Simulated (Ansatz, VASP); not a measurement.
# Two plane-wave programs on Pd

```
CELL_PARAMETERS angstrom
2.10518 -3.56789 0.00000
2.10518 3.56789 0.00000
0.00000 0.00000 4.21596
ATOMIC_POSITIONS crystal
Pd 0.15250 0.84750 0.07850
Pd 0.65250 0.34750 0.42150
Pd 0.84750 0.15250 0.92150
Pd 0.34750 0.65250 0.57850
```

Alike in both runs: task single point; functional PBE; k mesh 6 × 6 × 4; occupations gaussian, width 0.1 eV; no spin polarisation.

|  | VASP | Ansatz |
| --- | --- | --- |
| version | VASP 6.6.1 | Ansatz 0.2.0 |
| potentials or method | VASP PAW PBE potentials, release 64 (Pd) | scalar-relativistic, plane waves, PAW |
| plane-wave cutoff (eV) | 520 | 420 |
| valence electrons in the cell | 40 | 72 |

|  | VASP | Ansatz | Ansatz less VASP |
| --- | --- | --- | --- |
| gap on the k mesh at the Fermi level (eV) | none | none | - |
| rms of the force components (eV/Å) | 0.813 | 0.868 | +0.0550 |

Atom by atom the forces differ by 0.056 eV/Å (rms over components). A gap of «none» marks a metal or a gap that the smearing closes. The functional is the same, so the differences come from potentials, cutoffs and numerics. The two sets of potentials don't hold the same shells in valence.

Caveats: the k mesh is coarse (spacing up to 0.37 Å⁻¹), so the values aren't converged; forces of over 1 eV/Å show positions far from the minimum, so gaps and moduli don't describe the material at rest.
